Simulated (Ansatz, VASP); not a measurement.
**Two plane-wave programs on Al**

Contents of POSCAR:

```
Al
1.0
    2.8676155389      0.0000000000      0.0000000000
   -1.4338077694      2.4834279049      0.0000000000
    0.0000000000      0.0000000000      4.9623026648
Al
2
Direct
    0.3333333333      0.6666666667      0.2500000000
    0.6666666667      0.3333333333      0.7500000000
```

Contents of INCAR.step1:

```
SYSTEM = Al
ALGO = Normal ; EDIFF = 1E-4
ENCUT = 520 ; GGA = PE
ISMEAR = -1 ; LASPH = .TRUE.
LCHARG = .FALSE. ; LREAL = .FALSE.
LWAVE = .TRUE. ; NBANDS = 10
NELM = 100 ; PREC = Accurate
SIGMA = 0.05
```

INCAR.step2

```
SYSTEM = Al
ALGO = Normal ; EDIFF = 1E-6
ENCUT = 520 ; ISIF = 2
ISMEAR = -1 ; ISTART = 1
LASPH = .TRUE. ; LCHARG = .FALSE.
LMIXTAU = .TRUE. ; LREAL = .FALSE.
LWAVE = .FALSE. ; METAGGA = R2SCAN
NBANDS = 10 ; NELM = 100
PREC = Accurate ; SIGMA = 0.05
```

File KPOINTS:

```
k-points
0
G
  11 11 6
  0 0 0
```

Contents of input.yaml:

```yaml
crystal:
  lattice:
    - [2.8676155389, 0.0, 0.0]
    - [-1.4338077694, 2.4834279049, 0.0]
    - [0.0, 0.0, 4.9623026648]
  atoms:
    - { symbol: Al, position: [0.3333333333, 0.6666666667, 0.25] }
    - { symbol: Al, position: [0.6666666667, 0.3333333333, 0.75] }
hamiltonian:
  xc: r2scan
  pseudopotentials: { kind: paw }
kpoints:
  mp_grid: { grid: [11, 11, 6] }
scf:
  occupations: { method: fermi_dirac, width: 0.05 }
output:
  forces: true
  stress: true
  eigenvalues: true
  write_density: true
  write_potential: true
  elf: true
  volumetric_format: npy
```

This isn't the form of Al at room conditions, which is fcc.

Alike in both runs: task single point; functional r2SCAN; k mesh 11 × 11 × 6; occupations fermi-dirac, width 0.05 eV; no spin polarisation.

|  | VASP | Ansatz |
| --- | --- | --- |
| version | VASP 6.6.1 | Ansatz 0.2.0 |
| potentials or method | VASP PAW PBE potentials, release 64 (Al) | Ansatz PAW |
| plane-wave cutoff (eV) | 520 | 500 |
| valence electrons in the cell | 6 | 6 |

```csv
,VASP,Ansatz,Ansatz less VASP
gap on the k mesh at the Fermi level (eV),none,none,-
pressure (GPa),-6.9,-6.7,+0.24
largest component of the traceless stress (GPa),2.60,2.62,+0.020
```

A gap of «none» marks a metal or a gap that the smearing closes.

Caveats: the PAW data sets were made with another functional, which shifts forces and pressure a little (VASP); the PAW data sets come from PBE, with cores solved anew for the run's functional, which leaves a small shift of forces and pressure (Ansatz).
